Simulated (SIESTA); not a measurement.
The system is C.

```xyz
4
Lattice="1.2332 0.7120 8.2826 -1.2332 0.7120 8.2826 0.0000 -1.4240 8.2826" Properties=species:S:1:pos:R:3 pbc="T T T"
C     0.0000    0.0000    2.1661
C     0.0000    0.0000   18.7315
C     0.0000    0.0000    6.1163
C     0.0000    0.0000   22.6818
```

This isn't the form of C at room conditions, which is graphite.

- Program: SIESTA 5.4.2
- Task: single point
- Functional: PBE
- Potentials or basis: PseudoDojo 0.4 standard (PBE files)
- Basis: DZP (energy shift 0.003 Ry)
- Grid cutoff: 500 Ry
- Energy shift: 0.003 Ry
- k mesh: 12 × 12 × 12
- Occupations: fermi-dirac, width 0.05 eV
- Spin: no spin polarisation

On this cell: pressure 8.0 GPa; largest force 0.006 eV/Å; band gap on the k mesh 0.18 eV, direct.

The same run follows on a disturbed copy (atoms moved at random, drawn with an rms of 0.05 Å):

```
C
1.0
     1.23319    0.71198    8.28262
    -1.23319    0.71198    8.28262
     0.00000   -1.42396    8.28262
C
4
Direct
  0.09500 0.08402 0.07957
  0.74862 0.76508 0.74626
  0.22522 0.24247 0.26878
  0.91076 0.92869 0.90070
```

Problem. What changes?

Solution. The energy moves by +55.6 meV/atom; pressure 9.5 GPa; largest force 5.065 eV/Å; band gap on the k mesh 0.41 eV, indirect (least direct gap 0.43 eV).

Forces on the atoms (eV/Å):
```
C   -1.912 -0.019  0.154
C    1.912  0.019 -0.167
C   -0.046  5.047  0.424
C    0.045 -5.047 -0.410
```

Stress tensor (GPa, compression positive):
```
 9.16  1.83  0.08
 1.83 19.66 -0.57
 0.08 -0.57 -0.44
```

Caveats: the basis of atomic orbitals isn't converged, which shifts pressures, moduli and gaps.

A k mesh can miss the band edges.
